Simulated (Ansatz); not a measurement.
## CuAu3 in Ansatz: the effect of functional

The system is CuAu3.

```
CELL_PARAMETERS angstrom
4.05806 0.00000 0.00000
0.00000 4.05806 0.00000
0.00000 0.00000 4.05806
ATOMIC_POSITIONS crystal
Au 0.50000 0.50000 0.00000
Au 0.50000 0.00000 0.50000
Au 0.00000 0.50000 0.50000
Cu 0.00000 0.00000 0.00000
```

The cell isn't the ideal one: volume scaled by 1.06.

Alike in all runs:

```yaml
Program: Ansatz 0.2.0
Task: single point
Potentials_or_basis: Ansatz PAW
k_mesh: 7 × 7 × 7
Occupations: fermi-dirac, width 0.05 eV
Spin: no spin polarisation
```

| functional | cutoff | pressure (GPa) |
| --- | --- | --- |
| LDA | 420 eV (not typed: the program's choice for these potentials) | ? |
| PBEsol | 420 eV (not typed: the program's choice for these potentials) | -9.3 |
| r2SCAN | 500 eV (not typed: the program's choice for these potentials) | -5.1 |

Question: What does the run with functional LDA give?

Answer: Pressure -13.7 GPa.

Caveats: the PAW data sets come from PBE, with cores solved anew for the run's functional, which leaves a small shift of forces and pressure.

Runs at the PBE level aren't shown here.
